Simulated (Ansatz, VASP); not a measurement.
## Au: VASP beside Ansatz

```
Au
1.0
     0.00000    2.03500    2.03500
     2.03500    0.00000    2.03500
     2.03500    2.03500    0.00000
Au
1
Direct
  0.00000 0.00000 0.00000
```

Alike in both runs: functional r2SCAN; k mesh 6 × 6 × 6; occupations fermi-dirac, width 0.05 eV; no spin polarisation.

|  | VASP | Ansatz |
| --- | --- | --- |
| version | VASP 6.6.1 | Ansatz 0.2.0 |
| potentials or method | VASP PAW PBE potentials, release 64 (Au) | Ansatz PAW |
| plane-wave cutoff (eV) | 520 | 500 |
| valence electrons in the cell | 11 | 19 |
| task | single point | band structure |

```csv
,VASP,Ansatz,Ansatz less VASP
gap on the k mesh at the Fermi level (eV),none,none,-
pressure (GPa),8.6,8.2,-0.37
```

A gap of «none» marks a metal or a gap that the smearing closes. With one functional, cell and mesh, what is left measures potentials, basis and numerics. The two sets of potentials don't hold the same shells in valence.

Caveats: the k mesh is coarse (spacing up to 0.45 Å⁻¹), so the values aren't converged; the PAW data sets were made with another functional, which shifts forces and pressure a little (VASP); spin-orbit coupling is left out, which moves the levels of the heavy elements (Ansatz); the PAW data sets come from PBE, with cores solved anew for the run's functional, which leaves a small shift of forces and pressure (Ansatz). The runs have no spin-orbit coupling, so splittings on Au are missing.
